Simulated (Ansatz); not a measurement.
Clean, relaxed (111) surface of SiC, space group F-43m (No. 216) (top face towards +c; atoms held fixed, by place in the list: 1, 2, 3):

```yaml
crystal:
  lattice:
    - [3.08062, 0.00000, 0.00000]
    - [-1.54031, 2.66790, 0.00000]
    - [0.00000, 0.00000, 22.65946]
  atoms:
    - { symbol: C, position: [0.00000, 0.00000, 0.37512] }
    - { symbol: Si, position: [0.33333, 0.66667, 0.40287] }
    - { symbol: C, position: [0.33333, 0.66667, 0.48612] }
    - { symbol: Si, position: [0.66667, 0.33333, 0.51166] }
    - { symbol: C, position: [0.66667, 0.33333, 0.59872] }
    - { symbol: Si, position: [0.00000, 0.00000, 0.62112] }
```

Computed with DFT PBEsol, scalar-relativistic, plane waves, PAW in Ansatz 0.2.0. Settings: cutoff 420 eV, Γ-centred mesh 9×9×1 on the computed 6-atom cell, Gaussian smearing of 0.05 eV; no spin polarisation. A dipole correction removes the field between periodic images along c.

With the adsorbate the run is spin-polarised, so any moments that the slab's own atoms take up count into E_ads.

CH is put at the bridge (C-C) at (0.17, 0.33) site, one adsorbate per 8.2 Å², and relaxed. E_ads counts from the clean slab and the free adsorbate (spin-polarised where it has unpaired electrons); negative means bound. Heights count from the highest slab atom after relaxation. Bonded neighbours lie within 1.25 times the sum of covalent radii (1.35 for H) and, on that scale, within 12 % of the closest. With the adsorbate the cell is lengthened along c to keep the vacuum.

(1) How strongly does it bind, and where does its anchoring atom end?

(2) How high does its anchoring atom sit over the highest slab atom, and what is the shortest contact with the surface?

(3) The clean face has a work function of 4.03 eV. How does the adsorbate change it?

(4) Does the adsorbate stay in one piece?

(5) What spin moment does the cell carry?

Each end is the local minimum or symmetric point that its start leads to. This ideal cut is polar: the work functions of its two faces differ by 2.6 eV. Real polar faces reconstruct or get covered, and then bind electron donors or acceptors far more weakly. The slab is only 5.7 Å thick, so the energies aren't converged with thickness.

For at least one of the starts the bottom face's work function also shifts by over 0.1 eV: the slab is too thin to screen the adsorbate, so the work functions aren't converged with thickness.

## Answers

(1) -5.19 eV; at (0.00, 0.00), 1 bonded neighbour (Si).

(2) 1.81 Å; C–Si 1.81 Å.

(3) By -0.46 eV.

(4) Yes.

(5) 1.02 μB.